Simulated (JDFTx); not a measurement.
# CdTe (F-43m) in JDFTx: a series of runs

The runs below take CdTe through equation of state, with r2SCAN.

All numbers are computed with JDFTx 1.7.0 (patched build); they aren't measurements. Logs are shortened: lines on timing, memory, paths and dates and some standing lists are left out, and cuts for length are marked. The log counts tension as positive stress, the text compression.

**1. The structure**

It takes space group F-43m (No. 216, cubic). The conventional cell has a = 6.410 Å, b = 6.410 Å, c = 6.410 Å, α = 90.00°, β = 90.00°, γ = 90.00°. Te (site symmetry -43m) is surrounded by 4 Cd at 2.78 Å. Cd (site symmetry -43m) is surrounded by 4 Te at 2.78 Å.

**2. Equation of state, r2SCAN, 30.95 Å³/atom (volume scaled by 0.94)**

CdTe.in

```
lattice Face-Centered Cubic 11.8658680446
coords-type Lattice
ion Te     0.7500000000     0.7500000000     0.7500000000 1
ion Cd     0.0000000000     0.0000000000     0.0000000000 1

ion-species pseudo/Te.upf
ion-species pseudo/Cd.upf
elec-cutoff 40 320
elec-ex-corr mgga-x-r2scan mgga-c-r2scan
kpoint-folding 4 4 4
elec-smearing Fermi 0.0018374661
elec-n-bands 25
electronic-SCF nIterations 100 energyDiffThreshold 1e-09
electronic-minimize nIterations 30 energyDiffThreshold 1e-7
forces-output-coords Cartesian

dump-name run.$VAR
dump End Ecomponents EigStats BandEigs Kpoints Forces Stress
```

Potentials or basis: SG15-PBE-1.2 with smoothed tails.

Launch:

```sh
> jdftx -c 1 -i CdTe.in -o CdTe.out
```

The program printed:

```text
*************** JDFTx 1.7.0 (patched build) ***************

Input parsed successfully to the following command list (including defaults):
[... the input with its defaults ...]

---------- Setting up symmetries ----------

Found 48 point-group symmetries of the bravais lattice
Found 24 space-group symmetries with basis
Applied RMS atom displacement 0 bohrs to make symmetries exact.

---------- Initializing the Grid ----------
R =
[            0      5.93293      5.93293  ]
[      5.93293            0      5.93293  ]
[      5.93293      5.93293            0  ]
unit cell volume = 417.675
G =
[  -0.529518   0.529518   0.529518  ]
[   0.529518  -0.529518   0.529518  ]
[   0.529518   0.529518  -0.529518  ]
Minimum fftbox size, Smin = [  68  68  68  ]
Chosen fftbox size, S = [  70  70  70  ]

---------- Initializing tighter grid for wavefunction operations ----------
R =
[            0      5.93293      5.93293  ]
[      5.93293            0      5.93293  ]
[      5.93293      5.93293            0  ]
unit cell volume = 417.675
G =
[  -0.529518   0.529518   0.529518  ]
[   0.529518  -0.529518   0.529518  ]
[   0.529518   0.529518  -0.529518  ]
Minimum fftbox size, Smin = [  48  48  48  ]
Chosen fftbox size, S = [  48  48  48  ]

---------- Exchange Correlation functional ----------
Initialized LibXC exchange functional 'Re-regularized SCAN exchange by Furness et al'
Initialized LibXC correlation functional 'Re-regularized SCAN correlation by Furness et al'

---------- Setting up pseudopotentials ----------
Width of ionic core gaussian charges (only for fluid interactions / plotting) set to 0

Reading pseudopotential file 'pseudo/Te.upf':
  'Te' pseudopotential, 'PBE' functional
  Generated using ONCVPSP code by D. R. Hamann
  16 valence electrons, 0 orbitals, 6 projectors, 602 radial grid points, with lMax = 2
  Core radius for overlap checks: 2.40 bohrs.

Reading pseudopotential file 'pseudo/Cd.upf':
  'Cd' pseudopotential, 'PBE' functional
  Generated using ONCVPSP code by D. R. Hamann
  20 valence electrons, 0 orbitals, 6 projectors, 602 radial grid points, with lMax = 2
  Core radius for overlap checks: 2.66 bohrs.

Initialized 2 species with 2 total atoms.

Folded 1 k-points by 4x4x4 to 64 k-points.

---------- Setting up k-points, bands, fillings ----------
Adding inversion symmetry to k-mesh for non-inversion-symmetric unit cell.
Reduced to 8 k-points under symmetry.
Computing the number of bands and number of electrons
Calculating initial fillings.
nElectrons:  36.000000   nBands: 25   nStates: 8

----- Setting up reduced wavefunction bases (one per k-point) -----
average nbasis = 5050.047 , ideal nbasis = 5046.875

---------- Setting up ewald sum ----------
Optimum gaussian width for ewald sums = 2.694636 bohr.
Real space sum over 1331 unit cells with max indices [  5  5  5  ]
Reciprocal space sum over 2197 terms with max indices [  6  6  6  ]

---------- Allocating electronic variables ----------
Initializing wave functions:  (No orbitals for LCAO)  bandwidth-limited random numbers

Setting the auxilliary hamiltonian equal to the subspace hamiltonian.

-------- Electronic minimization -----------
Will mix electronic and kinetic density at each iteration.
	FillingsUpdate:  mu: +1.755213788  nElectrons: 36.000000
	FillingsUpdate:  mu: -1.366158358  nElectrons: 36.000000
SCF: Cycle:  0   F: -219.991079823068702   dF: -9.096e+01   |Residual|: 8.238e+00   |deigs|: 3.327e+00
	FillingsUpdate:  mu: -1.019743484  nElectrons: 36.000000
SCF: Cycle:  1   F: -230.954686154557720   dF: -1.096e+01   |Residual|: 1.517e+01   |deigs|: 5.827e-01
	FillingsUpdate:  mu: -2.581582752  nElectrons: 36.000000
SCF: Cycle:  2   F: -132.385179773750025   dF: +9.857e+01   |Residual|: 6.125e+01   |deigs|: 6.416e+00
	FillingsUpdate:  mu: -2.062582937  nElectrons: 36.000000
SCF: Cycle:  3   F: -201.453204235518427   dF: -6.907e+01   |Residual|: 3.678e+01   |deigs|: 5.526e+00
	FillingsUpdate:  mu: -2.007952284  nElectrons: 36.000000
SCF: Cycle:  4   F: -201.611574999530433   dF: -1.584e-01   |Residual|: 3.714e+01   |deigs|: 7.762e-02
	FillingsUpdate:  mu: -1.637872860  nElectrons: 36.000000
SCF: Cycle:  5   F: -208.135842605298592   dF: -6.524e+00   |Residual|: 3.303e+01   |deigs|: 4.630e-01
	FillingsUpdate:  mu: -0.878667245  nElectrons: 36.000000
SCF: Cycle:  6   F: -220.164771661094989   dF: -1.203e+01   |Residual|: 2.259e+01   |deigs|: 1.012e+00
	FillingsUpdate:  mu: +0.459113255  nElectrons: 36.000000
SCF: Cycle:  7   F: -241.838372723386357   dF: -2.167e+01   |Residual|: 1.062e+01   |deigs|: 2.489e+00
	FillingsUpdate:  mu: +0.457907001  nElectrons: 36.000000
SCF: Cycle:  8   F: -241.973746460990384   dF: -1.354e-01   |Residual|: 9.933e+00   |deigs|: 1.207e-01
	FillingsUpdate:  mu: +0.467040959  nElectrons: 36.000000
SCF: Cycle:  9   F: -241.887185520267110   dF: +8.656e-02   |Residual|: 1.022e+01   |deigs|: 1.900e-02
	FillingsUpdate:  mu: +0.337327514  nElectrons: 36.000000
[... 50 further cycles ...]
SCF: Cycle: 60   F: -242.430763606424904   dF: -5.208e-06   |Residual|: 1.034e-02   |deigs|: 9.607e-05
	FillingsUpdate:  mu: +0.381951151  nElectrons: 36.000000
SCF: Cycle: 61   F: -242.430770360506472   dF: -6.754e-06   |Residual|: 5.808e-03   |deigs|: 6.902e-04
	FillingsUpdate:  mu: +0.381915073  nElectrons: 36.000000
SCF: Cycle: 62   F: -242.430772515458415   dF: -2.155e-06   |Residual|: 2.151e-03   |deigs|: 1.919e-04
	FillingsUpdate:  mu: +0.381811343  nElectrons: 36.000000
SCF: Cycle: 63   F: -242.430773576657884   dF: -1.061e-06   |Residual|: 1.033e-03   |deigs|: 3.062e-04
	FillingsUpdate:  mu: +0.381829534  nElectrons: 36.000000
SCF: Cycle: 64   F: -242.430773648189756   dF: -7.153e-08   |Residual|: 6.333e-04   |deigs|: 2.925e-05
	FillingsUpdate:  mu: +0.381799077  nElectrons: 36.000000
SCF: Cycle: 65   F: -242.430773667556167   dF: -1.937e-08   |Residual|: 1.512e-04   |deigs|: 4.142e-05
	FillingsUpdate:  mu: +0.381793789  nElectrons: 36.000000
SCF: Cycle: 66   F: -242.430773673448670   dF: -5.893e-09   |Residual|: 6.320e-05   |deigs|: 1.287e-05
	FillingsUpdate:  mu: +0.381788784  nElectrons: 36.000000
SCF: Cycle: 67   F: -242.430773674801799   dF: -1.353e-09   |Residual|: 2.490e-05   |deigs|: 1.131e-05
	FillingsUpdate:  mu: +0.381789756  nElectrons: 36.000000
SCF: Cycle: 68   F: -242.430773675075812   dF: -2.740e-10   |Residual|: 1.877e-05   |deigs|: 7.779e-06
	FillingsUpdate:  mu: +0.381789496  nElectrons: 36.000000
SCF: Cycle: 69   F: -242.430773675162982   dF: -8.717e-11   |Residual|: 6.966e-06   |deigs|: 6.461e-06
SCF: Converged (|Delta E|<1.000000e-09 for 2 iters).

Setting wave functions to eigenvectors of Hamiltonian

# Stress tensor in Cartesian coordinates [Eh/a0^3]:
[ -0.000229652            0            0  ]
[            0 -0.000229652            0  ]
[            0            0 -0.000229652  ]

# Ionic positions in lattice coordinates:
ion Te   0.750000000000000   0.750000000000000   0.750000000000000 1
ion Cd   0.000000000000000   0.000000000000000   0.000000000000000 1

# Forces in Cartesian coordinates:
force Te   0.000000000000000  -0.000000000000000   0.000000000000000 1
force Cd   0.000000000000000  -0.000000000000000   0.000000000000000 1

# Energy components:
   Eewald =     -148.3628727457029015
       EH =       75.7050225814622166
     Eloc =     -199.4579272761981201
      Enl =      -38.8364114228933417
      Exc =      -22.7998444498117045
       KE =       91.3212596424027652
-------------------------------------
     Etot =     -242.4307736707410754
       TS =        0.0000000044219134
-------------------------------------
        F =     -242.4307736751629818

IonicMinimize: Iter:   0  F: -242.430773675162982  |grad|_K:       -nan
IonicMinimize: None of the convergence criteria satisfied after 0 iterations.

Dumping 'run.eigStats' ...
	eMin: -3.515049 at state 0 ( [ +0.000000 +0.000000 +0.000000 ] spin 0 )
	HOMO: +0.356195 at state 0 ( [ +0.000000 +0.000000 +0.000000 ] spin 0 )
	mu  : +0.381789
	LUMO: +0.405365 at state 0 ( [ +0.000000 +0.000000 +0.000000 ] spin 0 )
	eMax: +0.833379 at state 6 ( [ +0.000000 +0.500000 +0.500000 ] spin 0 )
	HOMO-LUMO gap: +0.049171
	Optical gap  : +0.049171 at state 0 ( [ +0.000000 +0.000000 +0.000000 ] spin 0 )
Done!
[note: mu as printed may lie anywhere between the filled and the empty levels]
```

Wall time 6 min (1 thread of Intel Xeon 6975P-C (Granite Rapids), shared host); peak memory 0.26 GiB.

Results:

| Property | Result |
| --- | --- |
| Free energy | -6596.8774 eV |
| Pressure | 6.8 GPa |
| Band gap on the k mesh | 1.34 eV, direct |

Caveat: the k mesh is coarse (spacing up to 0.43 Å⁻¹), so the values aren't converged; the potentials were made for another functional, which shifts forces and pressure; spin-orbit coupling is left out, which moves the levels of the heavy elements.

**3. Equation of state, r2SCAN, 31.60 Å³/atom (volume scaled by 0.96)**

Edit CdTe.in of step 2 so:

```diff
@@ -1,2 +1,2 @@
-lattice Face-Centered Cubic 11.8658680446
+lattice Face-Centered Cubic 11.9494332490
 coords-type Lattice
@@ -17,2 +17,2 @@
 dump-name run.$VAR
-dump End Ecomponents EigStats BandEigs Kpoints Forces Stress
+dump End Ecomponents EigStats BandEigs Kpoints Forces Stress ElecDensity KEdensity
```

Potentials or basis: SG15-PBE-1.2 with smoothed tails.

Launch:

```sh
> jdftx -c 1 -i CdTe.in -o CdTe.out
```

Run time: 13 min. Hardware: 1 thread of Intel Xeon 6975P-C (Granite Rapids), shared host; peak memory 0.27 GiB.

The run converged. Its results:

* Free energy: -6596.9272 eV
* Pressure: 5.3 GPa
* Band gap on the k mesh: 1.27 eV, direct

Caveat: the k mesh is coarse (spacing up to 0.43 Å⁻¹), so the values aren't converged; the potentials were made for another functional, which shifts forces and pressure; spin-orbit coupling is left out, which moves the levels of the heavy elements.

**4. Equation of state, r2SCAN, 32.26 Å³/atom (volume scaled by 0.98)**

Edit CdTe.in of step 3 so:

```diff
@@ -1,2 +1,2 @@
-lattice Face-Centered Cubic 11.9494332490
+lattice Face-Centered Cubic 12.0318457379
 coords-type Lattice
```

Launch:

```sh
> jdftx -c 1 -i CdTe.in -o CdTe.out
```

It took 4.8 min on 1 thread of Intel Xeon 6975P-C (Granite Rapids), shared host; peak memory 0.27 GiB.

Results (log left out):

```
Free energy            : -6596.9655 eV
Pressure               : 4.0 GPa
Band gap on the k mesh : 1.21 eV, direct
```

Caveat: the k mesh is coarse (spacing up to 0.43 Å⁻¹), so the values aren't converged; the potentials were made for another functional, which shifts forces and pressure; spin-orbit coupling is left out, which moves the levels of the heavy elements.

**5. Equation of state, r2SCAN, 32.92 Å³/atom**

Edit CdTe.in of step 4 so:

```diff
@@ -1,2 +1,2 @@
-lattice Face-Centered Cubic 12.0318457379
+lattice Face-Centered Cubic 12.1131444589
 coords-type Lattice
```

Launch:

```sh
> jdftx -c 1 -i CdTe.in -o CdTe.out
```

Wall time 4.1 min (1 thread of Intel Xeon 6975P-C (Granite Rapids), shared host); peak memory 0.27 GiB.

It converged, with:

```yaml
Free_energy: -6596.9938 eV
Pressure: 2.9 GPa
Band_gap_on_the_k_mesh: 1.14 eV, direct
```

Caveat: the k mesh is coarse (spacing up to 0.42 Å⁻¹), so the values aren't converged; the potentials were made for another functional, which shifts forces and pressure; spin-orbit coupling is left out, which moves the levels of the heavy elements.

**6. Equation of state, r2SCAN, 33.58 Å³/atom (volume scaled by 1.02)**

Edit CdTe.in of step 5 so:

```diff
@@ -1,2 +1,2 @@
-lattice Face-Centered Cubic 12.1131444589
+lattice Face-Centered Cubic 12.1933662963
 coords-type Lattice
```

Potentials or basis: SG15-PBE-1.2 with smoothed tails.

Launch:

```sh
> jdftx -c 1 -i CdTe.in -o CdTe.out
```

Run time: 7.6 min. Hardware: 1 thread of Intel Xeon 6975P-C (Granite Rapids), shared host; peak memory 0.29 GiB.

It converged, with:

* Free energy: -6597.0132 eV
* Pressure: 1.9 GPa
* Band gap on the k mesh: 1.08 eV, direct

Caveat: the k mesh is coarse (spacing up to 0.42 Å⁻¹), so the values aren't converged; the potentials were made for another functional, which shifts forces and pressure; spin-orbit coupling is left out, which moves the levels of the heavy elements.

**7. Equation of state, r2SCAN, 34.24 Å³/atom (volume scaled by 1.04)**

Edit CdTe.in of step 6 so:

```diff
@@ -1,2 +1,2 @@
-lattice Face-Centered Cubic 12.1933662963
+lattice Face-Centered Cubic 12.2725462182
 coords-type Lattice
```

Launch:

```sh
> jdftx -c 1 -i CdTe.in -o CdTe.out
```

Run time: 9.1 min. Hardware: 1 thread of Intel Xeon 6975P-C (Granite Rapids), shared host; peak memory 0.28 GiB.

The run converged. Its results:

| Property | Result |
| --- | --- |
| Free energy | -6597.0246 eV |
| Pressure | 0.9 GPa |
| Band gap on the k mesh | 1.02 eV, direct |

Caveat: the k mesh is coarse; the potentials were made for another functional, which shifts forces and pressure; spin-orbit coupling is left out, which moves the levels of the heavy elements.

**8. Equation of state, r2SCAN, 34.90 Å³/atom (volume scaled by 1.06)**

Edit CdTe.in of step 7 so:

```diff
@@ -1,2 +1,2 @@
-lattice Face-Centered Cubic 12.2725462182
+lattice Face-Centered Cubic 12.3507174102
 coords-type Lattice
```

Launch:

```sh
> jdftx -c 1 -i CdTe.in -o CdTe.out
```

Wall time 4.2 min (1 thread of Intel Xeon 6975P-C (Granite Rapids), shared host); peak memory 0.27 GiB.

Results (log left out):

- Free energy: -6597.0288 eV
- Pressure: 0.1 GPa
- Band gap on the k mesh: 0.96 eV, direct

Caveat: the k mesh is coarse; the potentials were made for another functional, which shifts forces and pressure; spin-orbit coupling is left out, which moves the levels of the heavy elements.

**9. Equation of state, r2SCAN**

Potentials or basis: SG15-PBE-1.2 with smoothed tails.

This step only gathers the single runs of the series.

Results:

```
Equilibrium volume : 35.00 Å³/atom (rough: see the caveat)
Bulk modulus       : 40 GPa (rough)
```

Energy against volume, from the lowest point:
```csv
volume (Å³/atom),energy (meV/atom)
30.947,75.70
31.605,50.83
32.263,31.68
32.922,17.51
33.580,7.81
34.239,2.11
34.897,0.00
```

Caveat: the k mesh is coarse (spacing up to 0.42 Å⁻¹), so the values aren't converged; the minimum lies outside the volumes run; the potentials were made for another functional, which shifts forces and pressure. The run has no spin-orbit coupling, so splittings on Te are missing.
